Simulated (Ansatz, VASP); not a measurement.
**Ti: VASP beside Ansatz**

The input INCAR:

```
SYSTEM = Ti
PREC = Accurate ; ENCUT = 520
EDIFF = 1E-7 ; ISMEAR = -1
SIGMA = 0.08 ; LREAL = .FALSE.
LASPH = .TRUE. ; NELM = 60
ALGO = Normal ; ISIF = 2
LWAVE = .FALSE. ; LCHARG = .FALSE.
GGA = PS ; NBANDS = 12
```

The input KPOINTS:

```
Automatic mesh
0
G
  17 17 17
  0 0 0
```

The input POSCAR:

```
Ti
1.0
   -1.6355116647      1.6355116647      1.6355116647
    1.6355116647     -1.6355116647      1.6355116647
    1.6355116647      1.6355116647     -1.6355116647
Ti
1
Direct
    0.0000000000      0.0000000000      0.0000000000
```

Input for Ansatz:

```yaml
crystal:
  lattice:
    - [-1.6355116647, 1.6355116647, 1.6355116647]
    - [1.6355116647, -1.6355116647, 1.6355116647]
    - [1.6355116647, 1.6355116647, -1.6355116647]
  atoms:
    - { symbol: Ti, position: [0.0, 0.0, 0.0] }
kpoints:
  mp_grid: { grid: [17, 17, 17] }
  band_path:
    path:
      - [0.0, 0.0, 0.0]
      - [0.5, -0.5, 0.5]
      - [0.0, 0.0, 0.5]
      - [0.0, 0.0, 0.0]
      - [0.25, 0.25, 0.25]
      - [0.5, -0.5, 0.5]
      - [0.25, 0.25, 0.25]
      - [0.0, 0.0, 0.5]
    npoints: 5
scf:
  occupations: { method: fermi_dirac, width: 0.08 }
hamiltonian:
  xc: pbesol
  pseudopotentials: { kind: all_electron, lapw: { basis_error: 0.001 } }
output:
  forces: true
  stress: true
  eigenvalues: true
```

Change from the starting cell: volume scaled by 0.99.

Alike in both runs: task single point; functional PBEsol; k mesh 17 × 17 × 17; occupations fermi-dirac, width 0.08 eV; no spin polarisation.

```csv
,VASP,Ansatz
version,VASP 6.6.1,Ansatz 0.2.0
potentials or method,"VASP PAW PBE potentials, release 64 (Ti_sv)","all-electron LAPW, scalar-relativistic"
plane-wave cutoff (eV),520,see its input
```

VASP gave:

| Quantity | Value |
| --- | --- |
| pressure (GPa) | -5.8 |

Q: Which values does Ansatz return?

A: Pressure (GPa): -5.6.

Ansatz ran all-electron here, so the differences hold the error of VASP's frozen core and of both bases.

Caveats: the PAW data sets were made with another functional, which shifts forces and pressure a little (VASP).
